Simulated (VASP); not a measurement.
Set up this calculation in VASP 6.6.1, as the native input.

```yaml
Task: band structure
Functional: BLYP
Potentials_or_basis: VASP PAW PBE potentials, release 64 (Be)
Cutoff: 520 eV
k_mesh: 14 × 14 × 14
Occupations: fermi-dirac, width 0.05 eV
Spin: no spin polarisation
Further_INCAR_settings: ALGO = Normal; EDIFF = 1e-07
```

The structure of Be lies in POSCAR:

```
Be
1.0
    0.0000000000      1.5790500000      1.5790500000
    1.5790500000      0.0000000000      1.5790500000
    1.5790500000      1.5790500000      0.0000000000
Be
1
Direct
    0.0000000000      0.0000000000      0.0000000000
```

The cell was built by a generator and needn't be a form met in nature.

One way to write it, as run:

INCAR

```
PREC = Accurate
ENCUT = 520
EDIFF = 1E-7
ISMEAR = -1
SIGMA = 0.05
LREAL = F
LASPH = T
NELM = 100
ALGO = Normal
ISIF = 2
LWAVE = F
LCHARG = F
GGA = B5
ALDAX = 1.0
AGGAX = 1.0
AGGAC = 1.0
ALDAC = 0.0
```

KPOINTS

```
regular mesh
0
Gamma
  14 14 14
```

KPOINTS_OPT

```
path GXWKGLUWLK,UX
10
line-mode
reciprocal
 0.0000000000  0.0000000000  0.0000000000  G
 0.5000000000  0.0000000000  0.5000000000  X

 0.5000000000  0.0000000000  0.5000000000  X
 0.5000000000  0.2500000000  0.7500000000  W

 0.5000000000  0.2500000000  0.7500000000  W
 0.3750000000  0.3750000000  0.7500000000  K

 0.3750000000  0.3750000000  0.7500000000  K
 0.0000000000  0.0000000000  0.0000000000  G

 0.0000000000  0.0000000000  0.0000000000  G
 0.5000000000  0.5000000000  0.5000000000  L

 0.5000000000  0.5000000000  0.5000000000  L
 0.6250000000  0.2500000000  0.6250000000  U

 0.6250000000  0.2500000000  0.6250000000  U
 0.5000000000  0.2500000000  0.7500000000  W

 0.5000000000  0.2500000000  0.7500000000  W
 0.5000000000  0.5000000000  0.5000000000  L

 0.5000000000  0.5000000000  0.5000000000  L
 0.3750000000  0.3750000000  0.7500000000  K

 0.6250000000  0.2500000000  0.6250000000  U
 0.5000000000  0.0000000000  0.5000000000  X
```

Potentials or basis: VASP PAW PBE potentials, release 64 (Be).

The run is started by

```console
$ cat potpaw_PBE.64/Be/POTCAR > POTCAR
$ mpirun -np 1 vasp_std > vasp.out
```

Results of the run:

* Pressure: 0.2 GPa
* Band gap along the path: none (metal or under the smearing width)

Caveat: the PAW data sets were made with another functional, which shifts forces and pressure a little.

Run time: 5.2 s on 1 thread of AMD EPYC 9R45 96-Core Processor (Zen 5), on a shared host, peak memory 0.08 GiB.
